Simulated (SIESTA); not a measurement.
Ga:

```
CELL_PARAMETERS angstrom
-1.38440 1.38440 2.31122
1.38440 -1.38440 2.31122
1.38440 1.38440 -2.31122
ATOMIC_POSITIONS crystal
Ga 0.00000 0.00000 0.00000
```

This isn't the form of Ga at room conditions, which is orthorhombic.

```yaml
Program: SIESTA 5.4.2
Task: single point
Functional: PBEsol
Potentials_or_basis: PseudoDojo 0.4 standard (PBEsol files)
Basis: DZP (energy shift 0.003 Ry; two zetas on semicore shells)
Grid_cutoff: 800 Ry
Energy_shift: 0.003 Ry
k_mesh: 13 × 13 × 13
Occupations: fermi-dirac, width 0.05 eV
Spin: no spin polarisation
```

On this cell: pressure -0.2 GPa; band gap on the k mesh none (metal or under the smearing width).

The same run follows on a disturbed copy (cell strained at random at fixed volume):

```
CELL_PARAMETERS angstrom
-1.34574 1.36748 2.27974
1.38532 -1.38141 2.31180
1.38426 1.41993 -2.28809
ATOMIC_POSITIONS crystal
Ga 0.00017 0.01188 0.01187
```

**Question.** What does the disturbed cell give?

**Answer.** The energy (extrapolated to zero smearing) moves by +1.2 meV/atom; pressure 0.2 GPa; band gap on the k mesh none (metal or under the smearing width).

Stress tensor (GPa, compression positive):
```
-0.06  0.13 -0.09
 0.13  0.00 -0.06
-0.09 -0.06  0.51
```

Caveats: the basis of atomic orbitals isn't converged, which shifts pressures, moduli and gaps.
